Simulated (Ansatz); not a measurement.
**What a change of settings does to a run on YN**

Structure from Materials Project entry mp-2114 (possibly hypothetical), not relaxed further. The listed cell was then made from it by scaling, straining or moving an atom.

First run: DFT, r2SCAN, all-electron PAW with datasets made for the crystal, scalar-relativistic (Ansatz 0.2.0).

Command: `ansatz run input.yaml --threads 1 --pin off --max-ram 2048MiB --backend cpu --events-out ev --progress --plain --runs-dir out` The run took 13 s on 1 thread of Arm Neoverse V1 (shared host), peak memory 0.5 GiB.

```yaml
crystal:
  lattice:
    - [0.0, 2.4805804315, 2.4805804315]
    - [2.4805804315, 0.0, 2.4805804315]
    - [2.4805804315, 2.4805804315, 0.0]
  atoms:
    - { symbol: "Y", position: [0.0, 0.0, 0.0] }
    - { symbol: "N", position: [0.5, 0.5, 0.5] }
kpoints:
  mp_grid: { grid: [13, 13, 13] }
scf:
  occupations: { method: fermi_dirac, width: 0.08 }
hamiltonian:
  xc: r2scan
  pseudopotentials: { kind: all_electron, datasets: crystal }
output:
  forces: true
  stress: true
  eigenvalues: true
  efg: { contact_densities: true }
```

Result: converged; pressure -6.20 GPa; gap on the k mesh 0.67 eV (the mesh can miss the band edges); 10 SCF iterations.

The input is then changed:

```diff
@@ -8,9 +8,9 @@
     - { symbol: "N", position: [0.5, 0.5, 0.5] }
 kpoints:
-  mp_grid: { grid: [13, 13, 13] }
+  mp_grid: { grid: [16, 16, 16] }
 scf:
-  occupations: { method: fermi_dirac, width: 0.08 }
+  occupations: { method: cold, width: 0.01 }
 hamiltonian:
-  xc: r2scan
+  xc: pbesol
   pseudopotentials: { kind: all_electron, datasets: crystal }
 output:
```

(1) Predict the outcome of the changed run.

## Answers

(1) It converged; pressure -9.57 GPa; gap on the k mesh 0.19 eV; 9 SCF iterations.
